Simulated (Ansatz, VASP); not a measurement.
**One calculation of Ca, two programs**

Contents of INCAR:

```
SYSTEM = Ca
  PREC = Accurate
  ENCUT = 520
  EDIFF = 1E-7
  ISMEAR = 0
  SIGMA = 0.15
  LREAL = .FALSE.
  LASPH = .TRUE.
  NELM = 80
  ALGO = Fast
  ISIF = 2
  LWAVE = .FALSE.
  LCHARG = .FALSE.
  GGA = PE
  NBANDS = 11
```

The input KPOINTS:

```
Automatic mesh
0
G
  16 16 16
  0 0 0
```

File POSCAR:

```
Ca
1.0
   -2.2603350262      2.2603350262      2.1961148100
    2.2603350262     -2.2603350262      2.1961148100
    2.2603350262      2.2603350262     -2.1961148100
Ca
1
Direct
    0.5000000000      0.5000000000      0.0000000000
```

Input for Ansatz:

```yaml
crystal:
  lattice:
    - [-2.2603350262, 2.2603350262, 2.19611481]
    - [2.2603350262, -2.2603350262, 2.19611481]
    - [2.2603350262, 2.2603350262, -2.19611481]
  atoms:
    - { symbol: Ca, position: [0.5, 0.5, 0.0] }
basis:
  ecutwfc: 420
kpoints:
  mp_grid: { grid: [16, 16, 16] }
hamiltonian:
  xc: pbe
scf:
  occupations: { method: gaussian, width: 0.15 }
output:
  forces: true
  stress: true
  eigenvalues: true
```

Change from the starting cell: strain +0.025 along x and y, +0.000 along z, atoms carried along.

Alike in both runs: task single point; functional PBE; k mesh 16 × 16 × 16; occupations gaussian, width 0.15 eV; no spin polarisation.

```csv
,VASP,Ansatz
version,VASP 6.6.1,Ansatz 0.2.0
potentials or method,"VASP PAW PBE potentials, release 64 (Ca_sv)","scalar-relativistic, plane waves, PAW"
plane-wave cutoff (eV),520,420
valence electrons in the cell,10,10
```

```tsv
	VASP	Ansatz	Ansatz less VASP
gap on the k mesh at the Fermi level (eV)	none	none	-
pressure (GPa)	-1.0	-1.0	-0.01
```

A gap of «none» marks a metal or a gap that the smearing closes.
